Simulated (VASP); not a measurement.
# MgS (P6_3mc) in VASP: further runs

Aim: see how the results for MgS move with the level of theory and the settings. Levels: PBE+D3, PBEsol. Tasks: Berry-phase polarisation, Born charges and dielectric tensor.

Everything below comes from runs of VASP 6.6.1. Logs are shortened: lines on timing, memory, paths and dates and some standing lists are left out, and cuts for length are marked.

## 1. The structure

It takes space group P6_3mc (No. 186, hexagonal). Conventional cell: a = 4.035 Å, b = 4.035 Å, c = 6.432 Å, α = 90.00°, β = 90.00°, γ = 120.00°. S (site symmetry 3m) is surrounded by 4 Mg at 2.45 to 2.47 Å. Around Mg (site symmetry 3m) lie 4 S at 2.45 to 2.47 Å.

The cell comes from a database or a generator and needn't be the stable form of this composition.

## 2. Berry-phase polarisation, PBE+D3

INCAR

```
SYSTEM = MgS
ALGO = Fast ; EDIFF = 1E-6
ENCUT = 520 ; GGA = PE
ISIF = 2 ; ISMEAR = 0
IVDW = 11 ; LASPH = .True.
LCALCPOL = .True. ; LCHARG = .False.
LREAL = .False. ; LWAVE = .False.
NELM = 100 ; PREC = Accurate
SIGMA = 0.05
```

KPOINTS

```
k-points
0
Gamma
  8 8 4
  0 0 0
```

POSCAR

```
MgS
1.0
    4.0346224068      0.0000000000      0.0000000000
   -2.0173112034      3.4940854990      0.0000000000
    0.0000000000      0.0000000000      6.4322941800
S Mg
2 2
Cartesian
    2.0173112036      1.1646951662      5.6555570288
   -0.0000000002      2.3293903328      2.4394099388
   -0.0000000002      2.3293903328      6.4049881264
    2.0173112036      1.1646951662      3.1888410364
```

Potentials or basis: VASP PAW PBE potentials, release 64 (S, Mg).

On the command line:

```bash
$ cat potpaw_PBE.64/S/POTCAR potpaw_PBE.64/Mg/POTCAR > POTCAR
$ mpirun -np 1 vasp_std > vasp.out
```

OUTCAR:

```text
SYSTEM = MgS
   EDIFF = 1E-6
   ENCUT = 520
   GGA = PE
   ISIF = 2
   ISMEAR = 0
   IVDW = 11
   LASPH = .True.
   LREAL = .False.
   NELM = 100
   PREC = Accurate
 IVDW          = 11

 ion  position               nearest neighbor table
   1  0.667  0.333  0.879-   3 2.45   3 2.45   3 2.45   4 2.47
   2  0.333  0.667  0.379-   4 2.45   4 2.45   4 2.45   3 2.47
   3  0.333  0.667  0.996-   1 2.45   1 2.45   1 2.45   2 2.47
   4  0.667  0.333  0.496-   2 2.45   2 2.45   2 2.45   1 2.47

  LATTYP: Found a hexagonal cell.
 ALAT       =     4.0346224068
 C/A-ratio  =     1.5942741430

  Lattice vectors:

 A1 = (   4.0346224068,   0.0000000000,   0.0000000000)
 A2 = (  -2.0173112034,   3.4940854990,   0.0000000000)
 A3 = (   0.0000000000,   0.0000000000,   6.4322941800)

Analysis of symmetry for initial positions (statically):
=====================================================================
 Subroutine PRICEL returns:
 Original cell was already a primitive cell.

 Routine SETGRP: Setting up the symmetry group for a
 hexagonal supercell.

 Subroutine GETGRP returns: Found 12 space group operations
 (whereof  6 operations were pure point group operations)
 out of a pool of 24 trial point group operations.

The static configuration has the point symmetry C_3v.
 The point group associated with its full space group is C_6v.

Analysis of symmetry for dynamics (positions and initial velocities):
=====================================================================
 Subroutine PRICEL returns:
 Original cell was already a primitive cell.

 Routine SETGRP: Setting up the symmetry group for a
 hexagonal supercell.

 Subroutine GETGRP returns: Found 12 space group operations
 (whereof  6 operations were pure point group operations)
 out of a pool of 24 trial point group operations.

The dynamic configuration has the point symmetry C_3v.
 The point group associated with its full space group is C_6v.

 Subroutine INISYM returns: Found 12 space group operations
 (whereof  6 operations are pure point group operations),
 and found     1 'primitive' translations

----------------------------------------------------------------------------------------

                                     Primitive cell

  volume of cell :      90.6781

  direct lattice vectors                    reciprocal lattice vectors
     4.034622407  0.000000000  0.000000000     0.247854669  0.143098960  0.000000000
    -2.017311203  3.494085499  0.000000000     0.000000000  0.286197919  0.000000000
     0.000000000  0.000000000  6.432294180     0.000000000  0.000000000  0.155465526
[... 108 lines left out ...]
     AMIX_MAG =   1.60;   BMIX_MAG =  1.00
  volume/ion in A,a.u.               =      22.67       152.98
  Fermi-wavevector in a.u.,A,eV,Ry     =   0.918221  1.735187 11.471486  0.843130
  Thomas-Fermi vector in A             =   2.043279
   LORBIT       =      0    0 simple, 1 ext, 2 COOP (PROOUT), +10 PAW based schemes
   GGA     = PE    functional components
   LHFCALC =     F    Hartree Fock is set to
   AEXX    =    0.0000 exact exchange contribution
   IVDW    =    11    specifies the selected vdW correction
   LEPSILON=     F    determine dielectric tensor
   LRPA    =     F    only Hartree local field effects (RPA)
   LRPA       =     F
 non-spin polarized calculation
 RMM-DIIS sequential band-by-band and
 Gauss-broadening in eV      SIGMA  =   0.05
  energy-cutoff  :      520.00
  volume of cell :       90.68
 maximum number of plane-waves:      2464
 NGX is ok and might be reduce to    30
   NGX = 15   NGY = 15   NGZ = 23

 number of electron      16.0000004 magnetization

 Free energy of the ion-electron system (eV)
  ---------------------------------------------------
  ext. energy  EPLUGINS =         0.00000000
  ---------------------------------------------------
  free energy    TOTEN  =       -16.97566039 eV

  energy without entropy =      -16.97566039  energy(sigma->0) =      -16.97566039

 E-fermi :   1.4004     XC(G=0):  -8.3830

 val. band max:        1.1990838417   @ k =   0.0000   0.0000   0.0000
 cond. band min:       4.6324570734   @ k =   0.0000   0.0000   0.0000
 fundamental gap:      3.4333732317
 Fermi energy:         1.4003537854

 k-point     1 :       0.0000    0.0000    0.0000
  band No.  band energies     occupation
      1     -10.2118      2.00000
      2      -9.4827      2.00000
      3      -2.0192      2.00000
      4       0.6182      2.00000
      5       0.6182      2.00000
      6       1.0369      2.00000
      7       1.0369      2.00000
      8       1.1991      2.00000
      9       4.6325      0.00000
     10       5.8700      0.00000
     11       8.6728      0.00000
     12       8.6728      0.00000
[... 331 lines left out ...]
 k-point    24 :       0.3750    0.0000    0.5000
  band No.  band energies     occupation
      1      -9.4960      2.00000
      2      -9.4960      2.00000
      3      -1.6870      2.00000
      4      -1.6870      2.00000
      5       0.3381      2.00000
      6       0.3381      2.00000
      7       0.3687      2.00000
      8       0.3687      2.00000
      9       6.0441      0.00000
     10       6.0441      0.00000
     11       7.6924      0.00000
     12       7.6924      0.00000

 [... further k-points ...]

------------------------ aborting loop because EDIFF is reached ----------------------------------------

            Ionic dipole moment: p[ion]=(     0.00000     0.00000    16.29911 ) |e| Angst

 Total electronic dipole moment: p[elc]=(    -0.00000     0.00000    -0.42486 ) |e| Angst

 Edisp (eV)   -0.78335

 E8    (eV) :    -0.4758

  FORCE on cell =-STRESS in cart. coord.  units (eV):
  Direction    XX          YY          ZZ          XY          YZ          ZX
  --------------------------------------------------------------------------------------
  -------------------------------------------------------------------------------------
  Total      -0.31377    -0.31377    -0.34300     0.00000     0.00000     0.00000
  in kB      -5.54391    -5.54391    -6.06034     0.00000     0.00000     0.00000
  external pressure =       -5.72 kB  Pullay stress =        0.00 kB

 VOLUME and BASIS-vectors are now :
 -----------------------------------------------------------------------------
  energy-cutoff  :      520.00
  volume of cell :       90.68
      direct lattice vectors                 reciprocal lattice vectors
     4.034622407  0.000000000  0.000000000     0.247854669  0.143098960  0.000000000
    -2.017311203  3.494085499  0.000000000     0.000000000  0.286197919  0.000000000
     0.000000000  0.000000000  6.432294180     0.000000000  0.000000000  0.155465526

 POSITION                                       TOTAL-FORCE (eV/Angst)
 -----------------------------------------------------------------------------------
      2.01731      1.16470      5.65556        -0.000000      0.000000     -0.054822
     -0.00000      2.32939      2.43941         0.000000     -0.000000     -0.054822
     -0.00000      2.32939      6.40499         0.000000     -0.000000      0.054822
      2.01731      1.16470      3.18884        -0.000000      0.000000      0.054822
 -----------------------------------------------------------------------------------
    total drift:                                0.000000     -0.000000      0.000013

  FREE ENERGIE OF THE ION-ELECTRON SYSTEM (eV)
  ---------------------------------------------------
  free  energy   TOTEN  =       -17.7590082413 eV

  energy  without entropy=      -17.7590082413  energy(sigma->0) =      -17.75900824
```

Wall time 49 s (1 thread of Intel Xeon Platinum 8488C (Sapphire Rapids), shared host); peak memory 0.24 GiB.

Results:

| Quantity | Value |
| --- | --- |
| Dispersion energy per atom | -0.196 eV |

Dipole moments of the cell (e·Å, modulo the quantum): ionic 0.000, 0.000, 16.299; electronic 0.000, 0.000, -0.425

## 3. Born charges and dielectric tensor, PBEsol

INCAR

```
PREC = Accurate
ENCUT = 520
EDIFF = 1E-8
ISMEAR = 0
SIGMA = 0.02
LREAL = F
LASPH = T
NELM = 60
ALGO = Normal
ISIF = 2
LWAVE = F
LCHARG = F
GGA = PS
LEPSILON = T
IBRION = 8
KPAR = 4
```

KPOINTS

```
regular mesh
0
Gamma
  8 8 4
```

POSCAR

```
MgS
1.0
    4.0346224068      0.0000000000      0.0000000000
   -2.0173112034      3.4940854990      0.0000000000
    0.0000000000      0.0000000000      6.4322941800
S Mg
2 2
Direct
    0.6666666667      0.3333333333      0.8792441500
    0.3333333333      0.6666666667      0.3792441500
    0.3333333333      0.6666666667      0.9957548500
    0.6666666667      0.3333333333      0.4957548500
```

Potentials or basis: VASP PAW PBE potentials, release 64 (S, Mg).

On the command line:

```bash
$ cat potpaw_PBE.64/S/POTCAR potpaw_PBE.64/Mg/POTCAR > POTCAR
$ mpirun -np 4 vasp_std > vasp.out
```

OUTCAR:

```text
PREC = Accurate
   ENCUT = 520
   EDIFF = 1E-8
   ISMEAR = 0
   LREAL = F
   LASPH = T
   NELM = 60
   ISIF = 2
   GGA = PS
   LEPSILON = T
   IBRION = 8

 ion  position               nearest neighbor table
   1  0.667  0.333  0.879-   3 2.45   3 2.45   3 2.45   4 2.47
   2  0.333  0.667  0.379-   4 2.45   4 2.45   4 2.45   3 2.47
   3  0.333  0.667  0.996-   1 2.45   1 2.45   1 2.45   2 2.47
   4  0.667  0.333  0.496-   2 2.45   2 2.45   2 2.45   1 2.47

  LATTYP: Found a hexagonal cell.
 ALAT       =     4.0346224068
 C/A-ratio  =     1.5942741430

  Lattice vectors:

 A1 = (   4.0346224068,   0.0000000000,   0.0000000000)
 A2 = (  -2.0173112034,   3.4940854990,   0.0000000000)
 A3 = (   0.0000000000,   0.0000000000,   6.4322941800)

Analysis of symmetry for initial positions (statically):
=====================================================================
 Subroutine PRICEL returns:
 Original cell was already a primitive cell.

 Routine SETGRP: Setting up the symmetry group for a
 hexagonal supercell.

 Subroutine GETGRP returns: Found 12 space group operations
 (whereof  6 operations were pure point group operations)
 out of a pool of 24 trial point group operations.

The static configuration has the point symmetry C_3v.
 The point group associated with its full space group is C_6v.

Analysis of symmetry for dynamics (positions and initial velocities):
=====================================================================
 Subroutine PRICEL returns:
 Original cell was already a primitive cell.

 Routine SETGRP: Setting up the symmetry group for a
 hexagonal supercell.

 Subroutine GETGRP returns: Found 12 space group operations
 (whereof  6 operations were pure point group operations)
 out of a pool of 24 trial point group operations.

The dynamic configuration has the point symmetry C_3v.
 The point group associated with its full space group is C_6v.

 Subroutine INISYM returns: Found 12 space group operations
 (whereof  6 operations are pure point group operations),
 and found     1 'primitive' translations

----------------------------------------------------------------------------------------

                                     Primitive cell

  volume of cell :      90.6781

  direct lattice vectors                    reciprocal lattice vectors
[... 597 lines left out ...]

 MACROSCOPIC STATIC DIELECTRIC TENSOR (including local field effects in DFT)
 ------------------------------------------------------
           4.073787    -0.000000     0.000000
           0.000000     4.073787     0.000000
           0.000000     0.000000     4.201341
 ------------------------------------------------------

 PIEZOELECTRIC TENSOR (including local field effects)  for field in x, y, z        (e  Angst)
          XX          YY          ZZ          XY          YZ          ZX
  --------------------------------------------------------------------------------
  x     0.00000    -0.00000     0.00000     0.00000     0.00000     1.15683
  y     0.00000    -0.00000    -0.00000     0.00000     1.15684     0.00000
  z     1.13517     1.13517    -2.08088     0.00000     0.00000     0.00000

 PIEZOELECTRIC TENSOR (including local field effects)  for field in x, y, z        (C/m^2)
          XX          YY          ZZ          XY          YZ          ZX
  --------------------------------------------------------------------------------
  x     0.00000    -0.00000     0.00000     0.00000     0.00000     0.20440
  y     0.00000    -0.00000    -0.00000     0.00000     0.20440     0.00000
  z     0.20057     0.20057    -0.36767     0.00000     0.00000     0.00000

 BORN EFFECTIVE CHARGES (including local field effects) (in |e|, cummulative output)
 ---------------------------------------------------------------------------------
 ion    1
    1    -1.88401     0.00000     0.00000
    2    -0.00000    -1.88401     0.00000
    3    -0.00000     0.00000    -1.95988
 ion    2
    1    -1.88401    -0.00000     0.00000
    2     0.00000    -1.88401     0.00000
    3     0.00000     0.00000    -1.95988
 ion    3
    1     1.88401     0.00000     0.00000
    2    -0.00000     1.88401     0.00000
    3     0.00000     0.00000     1.95988
 ion    4
    1     1.88401     0.00000     0.00000
    2     0.00000     1.88401     0.00000
    3     0.00000     0.00000     1.95988

 INTERNAL STRAIN TENSOR FOR ION    4 for displacements in x,y,z  (eV/Angst):
          X           Y           Z          XY          YZ          ZX
  --------------------------------------------------------------------------------
  x    -0.00000    -0.00000     0.00000     5.16486    -0.00000    -3.45493
  y     5.16486    -5.16486    -0.00000     0.00000    -3.37454     0.00000
  z    -3.49261    -3.49261     7.35981    -0.00000     0.00000     0.00000

 SECOND DERIVATIVES (NOT SYMMETRIZED)
 ------------------------------------
               1X          1Y          1Z          2X          2Y          2Z          3X          3Y          3Z          4X          4Y          4Z
  1X    -6.056631   -0.000000   -0.000000    0.253518    0.000000    0.000000    5.523140    0.000000    0.000000    0.279973    0.000000    0.000000
  1Y     0.000000   -6.056631    0.000000   -0.000000    0.253518    0.000000    0.000000    5.523140    0.000000    0.000000    0.279973    0.000000
  1Z     0.000000    0.000000   -6.990679    0.000000    0.000000    2.195896    0.000000    0.000000    1.609685    0.000000    0.000000    3.185099
  2X     0.253518    0.000000    0.000000   -6.056631    0.000000    0.000000    0.279973    0.000000   -0.000000    5.523140    0.000000    0.000000
  2Y    -0.000000    0.253518    0.000000    0.000000   -6.056631   -0.000000    0.000000    0.279973    0.000000    0.000000    5.523140   -0.000000
  2Z     0.000000    0.000000    2.195896    0.000000    0.000000   -6.990679    0.000000    0.000000    3.185099    0.000000    0.000000    1.609685
  3X     5.517666    0.000000    0.000000    0.275997    0.000000    0.000000   -5.789372    0.000000   -0.000000   -0.004291    0.000000   -0.000000
  3Y     0.000000    5.517666   -0.000000    0.000000    0.275997   -0.000000   -0.000000   -5.789372    0.000000    0.000000   -0.004291    0.000000
  3Z    -0.000000    0.000000    1.600678    0.000000    0.000000    3.190070    0.000000    0.000000   -6.415966   -0.000000    0.000000    1.625217
  4X     0.275997    0.000000    0.000000    5.517666    0.000000   -0.000000   -0.004291    0.000000   -0.000000   -5.789372    0.000000    0.000000
  4Y     0.000000    0.275997    0.000000   -0.000000    5.517666    0.000000    0.000000   -0.004291    0.000000   -0.000000   -5.789372   -0.000000
  4Z     0.000000   -0.000000    3.190070    0.000000   -0.000000    1.600678    0.000000   -0.000000    1.625217    0.000000    0.000000   -6.415966

 Eigenvectors and eigenvalues of the dynamical matrix
 ----------------------------------------------------

   1 f  =   10.123664 THz    63.608855 2PiTHz  337.689075 cm-1    41.868090 meV
             X         Y         Z           dx          dy          dz
      2.017311  1.164695  5.655557    -0.000000    0.464522    0.000000
     -0.000000  2.329390  2.439410    -0.000000    0.464522    0.000000
     -0.000000  2.329390  6.404988     0.000000   -0.533122   -0.000000
      2.017311  1.164695  3.188841     0.000000   -0.533122   -0.000000
[... 71 lines left out ...]
  12 f/i=    0.004086 THz     0.025671 2PiTHz    0.136283 cm-1     0.016897 meV
             X         Y         Z           dx          dy          dz
      2.017311  1.164695  5.655557     0.049977   -0.530775   -0.000000
     -0.000000  2.329390  2.439410     0.049977   -0.530775   -0.000000
     -0.000000  2.329390  6.404988     0.043546   -0.462476   -0.000000
      2.017311  1.164695  3.188841     0.043546   -0.462476   -0.000000

--------------------------------------------------------------------------------------------------------

 MACROSCOPIC STATIC DIELECTRIC TENSOR IONIC CONTRIBUTION
 ------------------------------------------------------
           2.443167     0.000000     0.000000
           0.000000     2.443167    -0.000000
           0.000000    -0.000000     3.198657
 ------------------------------------------------------

 ELASTIC MODULI CONTR FROM IONIC RELAXATION (kBar)
 Direction    XX          YY          ZZ          XY          YZ          ZX
 --------------------------------------------------------------------------------
 XX        -304.6537    124.8866    189.4128      0.0000      0.0000      0.0000
 YY         124.8866   -304.6537    189.4128     -0.0000     -0.0000     -0.0000
 ZZ         189.4128    189.4128   -399.1523     -0.0000     -0.0000      0.0000
 XY           0.0000     -0.0000     -0.0000   -214.7701     -0.0000     -0.0000
 YZ           0.0000      0.0000     -0.0000     -0.0000    -69.3352     -0.0000
 ZX           0.0000     -0.0000      0.0000     -0.0000     -0.0000    -74.6329
 --------------------------------------------------------------------------------

 PIEZOELECTRIC TENSOR IONIC CONTR  for field in x, y, z        (C/m^2)
          XX          YY          ZZ          XY          YZ          ZX
  --------------------------------------------------------------------------------
  x     0.00000    -0.00000     0.00000     0.00000    -0.00000    -0.40180
  y     0.00000    -0.00000    -0.00000    -0.00000    -0.38728    -0.00000
  z    -0.50454    -0.50454     1.06323     0.00000     0.00000    -0.00000
```

It took 6.2 min on 4 MPI ranks of Intel Xeon Platinum 8259CL at 2.50GHz (Skylake/Cascade Lake), shared host; peak memory 0.51 GiB.

What came out:

* Band gap on the k mesh: 3.27 eV, direct
* Electronic dielectric tensor (diagonal): 4.07, 4.07, 4.20
* Born charges (mean of the diagonal): S -1.91; Mg +1.91 e
* Highest phonon frequency at Γ, LO-TO splitting left out: 338 cm⁻¹

Phonon frequencies in cm⁻¹ (negative: imaginary):
```csv
q point,frequencies
"(0.000, 0.000, 0.000)",0 0 0 88 88 260 307 317 332 332 338 338
```

Electronic dielectric tensor:
```
4.07 0.00 0.00
0.00 4.07 0.00
0.00 0.00 4.20
```

Born effective charge tensors (e):
atom 1, S
```
-1.88  0.00  0.00
 0.00 -1.88  0.00
 0.00  0.00 -1.96
```
atom 2, S
```
-1.88  0.00  0.00
 0.00 -1.88  0.00
 0.00  0.00 -1.96
```
atom 3, Mg
```
1.88 0.00 0.00
0.00 1.88 0.00
0.00 0.00 1.96
```
atom 4, Mg
```
1.88 0.00 0.00
0.00 1.88 0.00
0.00 0.00 1.96
```

Caveat: the PAW data sets were made with another functional, which shifts forces and pressure a little.

## 4. The reference run

An earlier run on the cell as given: functional PBE; potentials or basis VASP PAW PBE potentials, release 64 (S, Mg); cutoff 520 eV; k mesh 8 × 8 × 4; occupations fermi-dirac, width 0.05 eV; no spin polarisation.

* Pressure: 0.9 GPa
* Largest force: 0.048 eV/Å
* Band gap on the k mesh: 3.43 eV, direct

## 5. Overview

```csv
task,level,smearing,ladder,gap on the mesh (eV)
Berry-phase polarisation,PBE+D3,gaussian 0.05 eV,-,-
Born charges and dielectric tensor,PBEsol,gaussian 0.02 eV,free,3.27
single point,PBE,fermi-dirac 0.05 eV,-,3.43
```

Alike in all rows: potentials or basis VASP PAW PBE potentials, release 64 (S, Mg); no spin polarisation; cell as given; k mesh 8 × 8 × 4; cutoff (eV) 520.

Caveats: the PAW data sets were made with another functional, which shifts forces and pressure a little (some runs).

Total energies depend on the potentials used, so only differences within one code and one set of settings carry meaning.
